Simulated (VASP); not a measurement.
Set up this calculation in VASP 6.6.1, as the native input.

```
Task                   : single point
Functional             : PBEsol
Potentials or basis    : VASP PAW PBE potentials, release 64 (B)
Cutoff                 : 520 eV
k mesh                 : 6 × 6 × 6
Occupations            : gaussian, width 0.1 eV
Spin                   : no spin polarisation
Dipole correction      : no
Further INCAR settings : ALGO = Normal; EDIFF = 1e-06; NBANDS = 30
```

The structure of B lies in POSCAR:

```
B
1.0
    2.4491963929      1.4140441968      4.1747204365
   -2.4491963929      1.4140441968      4.1747204365
    0.0000000000     -2.8280883935      4.1747204365
B
12
Direct
    0.0099700400      0.6542851200      0.0099700400
    0.0099700400      0.0099700400      0.6542851200
    0.6542851200      0.0099700400      0.0099700400
    0.3457148800      0.9900299600      0.9900299600
    0.9900299600      0.3457148800      0.9900299600
    0.9900299600      0.9900299600      0.3457148800
    0.2205655700      0.6316348300      0.2205655700
    0.2205655700      0.2205655700      0.6316348300
    0.6316348300      0.2205655700      0.2205655700
    0.3683651700      0.7794344300      0.7794344300
    0.7794344300      0.3683651700      0.7794344300
    0.7794344300      0.7794344300      0.3683651700
```

The input as run:

INCAR

```
SYSTEM = B
PREC = Accurate ; ENCUT = 520
EDIFF = 1E-6 ; ISMEAR = 0
SIGMA = 0.1 ; LREAL = .FALSE.
LASPH = .TRUE. ; NELM = 100
ALGO = Normal ; ISIF = 2
LWAVE = .FALSE. ; LCHARG = .FALSE.
GGA = PS ; NBANDS = 30
```

KPOINTS

```
regular mesh
0
G
  6 6 6
  0 0 0
```

Potentials or basis: VASP PAW PBE potentials, release 64 (B).

Launch:

```console
$ cat potpaw_PBE.64/B/POTCAR > POTCAR
$ mpirun -np 1 vasp_std > vasp.out
```

Results of the run:

| Quantity | Value |
| --- | --- |
| Pressure | -1.5 GPa |
| Largest force | 0.166 eV/Å |
| Band gap on the k mesh | 1.47 eV, indirect (least direct gap 1.83 eV) |

Caveat: the PAW data sets were made with another functional, which shifts forces and pressure a little.

It took 38 s on 1 thread of Intel(R) Xeon(R) 6975P-C (Granite Rapids), on a shared host, peak memory 0.24 GiB.
